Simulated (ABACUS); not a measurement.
Li2S under changes of volume

One of the cells (15.344 Å³/atom); the others are scaled copies at fixed shape and fractional positions:

```
S Li
1.0
     0.00000    2.84450    2.84450
     2.84450    0.00000    2.84450
     2.84450    2.84450    0.00000
S Li
1 2
Direct
  0.00000 0.00000 0.00000
  0.75000 0.75000 0.75000
  0.25000 0.25000 0.25000
```

| Property | Result |
| --- | --- |
| Program | ABACUS 3.10.1 |
| Functional | PBEsol |
| Potentials or basis | PseudoDojo NC SR 0.4.1 PBEsol standard |
| Cutoff | 1007 eV |
| Density cutoff | 4027 eV |
| Basis | plane waves |
| k mesh | 8 × 8 × 8 |
| Occupations | fermi-dirac, width 0.05 eV |
| Spin | no spin polarisation |

```csv
volume (Å³/atom),energy over the lowest point (meV/atom),pressure (GPa),gap on the mesh (eV)
14.423,3.91,2.0,3.17
14.730,1.04,1.0,3.19
15.037,0.00,0.1,3.21
15.344,0.63,-0.8,3.22
15.650,?,?,?
15.957,6.26,-2.2,3.25
16.264,10.99,-2.8,3.26
```

Problem. What does the run at 15.650 Å³/atom give?

Solution. Energy over the lowest point 2.76 meV/atom; pressure -1.5 GPa; gap on the mesh 3.23 eV.

Worked out: A Birch-Murnaghan fit of order 3 (a polynomial in V^(-2/3)) to the other rows has its minimum at 15.07 Å³/atom with B0 = V·E''(V) = 42 GPa and B' = 3.9. It gives 2.76 meV/atom at 15.650 Å³/atom, against the run's 2.76, and -dE/dV = -1.5 GPa, against -1.5. A straight line through the other rows of the gap, of slope 0.741 eV per unit of ln V, gives 3.23 eV, against the run's 3.23.

Energies are extrapolated to zero smearing.

A mesh can miss the band edges.
